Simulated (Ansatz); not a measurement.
Here is an Ansatz 0.2.0 calculation.

Contents of run.py:

```python
import json

import ase.io
import numpy as np

import ansatz as az

atoms = ase.io.read("Ti.xyz")

calculation = (
    az.Crystal.from_ase(atoms)
    .calculation()
    .basis(cutoff=450.0)
    .kpoints(11, 11, 11)
    .functional("rpbe")
    .pseudopotentials(kind="nc", source="spms")
    .occupations(method="fermi_dirac", width=0.1)
    .forces()
    .stress()
    .band_table(publish=True)
)
outcome = calculation.run(threads=2, events_out="events.jsonl")

report = outcome.report
for line in open("events.jsonl"):
    event = json.loads(line)
    if event["event"] == "scf_iter":
        d = event["data"]
        print(f"SCF {d['iter']:3d}  HF = {d['harris_foulkes_ev']:.6f} eV  dr2 = {d['dr2_ev']:.2e} eV")
    elif event["event"] in ("relax_step", "md_step"):
        d = event["data"]
        print(f"{event['event']} {d['step']:3d}  E = {d['lagrangian_ev']:.6f} eV")
np.set_printoptions(precision=5, suppress=True, linewidth=110)
print("converged:", report["converged"], "after", report["n_iterations"], "iterations")
print(f"free energy {report['free_energy_ev']:.6f} eV, Fermi level {report['fermi_energy_ev']:.4f} eV")
for key in ("band_edges_ev", "magnetization_mub", "site_moments_mub", "site_moments_nc_mub", "forces_ev_ang",
                "stress_gpa"):
    if report.get(key) is not None:
        print(key, np.array(report[key]), sep="\n")
```

The input Ti.xyz:

```xyz
1
Lattice="-1.6410000000 1.6410000000 1.6410000000 1.6410000000 -1.6410000000 1.6410000000 1.6410000000 1.6410000000 -1.6410000000" Properties=species:S:1:pos:R:3 pbc="T T T"
Ti     0.0000000000      0.0000000000      0.0000000000
```

Potentials or basis: SPMS NC.

The run is started by

```sh
$ python run.py
```

What does it give for the pressure?

-4.6 GPa.

Estimate the band gap on the k mesh.

none (metal or under the smearing width).

Caveat: the potentials were made for another functional, which shifts forces and pressure; the pressure holds a Pulay correction of +38.8 GPa for the finite cutoff; the cutoff lies under the one recommended for these potentials.
